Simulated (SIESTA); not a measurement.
# Converging the SCF threshold: InN (R3m, 2 atoms in the cell)

```
InN
1.0
    0.00000     2.47755     2.47755
    2.47755     0.00000     2.47755
    2.47755     2.47755     0.00000
In N
1 1
Cartesian
  0.02887   0.02887   0.02887
  1.23877   1.23877   1.23877
```

Computed with SIESTA 5.4.2 with LDA PW92, numerical atomic orbitals DZP, PseudoDojo LDA standard norm-conserving potentials (rewritten from UPF to PSML).

Base settings: XC.functional = LDA; XC.authors = PW92; potentials = PseudoDojo LDA standard; PAO.BasisSize = DZP; PAO.EnergyShift = 0.005 Ry; MeshCutoff = 300 Ry; kgrid.MonkhorstPack = 4 4 4; OccupationFunction = FD; ElectronicTemperature = 20 meV; MaxSCFIterations = 150.

In this ladder: SCF.DM.Tolerance = default; SCF.DM.Converge = false; SCF.H.Converge = false; SCF.FreeE.Converge = true.

The mesh stays at the base's, so the ladder's end is converged at best in this setting alone.

Only quantities that move along the ladder and can be compared are tabulated.

The starting cell has typed, rounded lattice constants, without a prior relaxation at this level. Its lattice was rescaled by up to half a per cent. One atom was moved a little off its site on purpose. Values carry the incompleteness of an atom-centred basis. The run gives no clean gap (levels at the Fermi energy touch, overlap or are partly filled at this smearing), which alone does not show that the compound is a metal. Without a gap this mesh is coarse (it stands for a supercell whose shortest vector is 14 Å).

| SCF.FreeE.Tolerance | pressure (GPa) |
|---|---|
| 1.0E-01 eV | 1.20 |
| 1.0E-02 eV | 1.20 |
| 1.0E-03 eV | 1.50 |
| 1.0E-04 eV | 1.53 |
| 1.0E-05 eV | 1.52 |
| 1.0E-06 eV | 1.52 |
| 1.0E-07 eV | 1.53 |
| 1.0E-08 eV | 1.53 |
| 1.0E-10 eV | 1.53 |
| 1.0E-12 eV | 1.53 |

Coarsest SCF.FreeE.Tolerance that holds the pressure within 0.2 GPa of the last step, with all finer ones: 1.0E-03 eV; the step before is off by 0.32 GPa.

Two neighbours can agree and both be off: 1.0E-01 eV and 1.0E-02 eV differ by 0.00 GPa in the pressure, yet lie about 0.32 GPa from the last step.
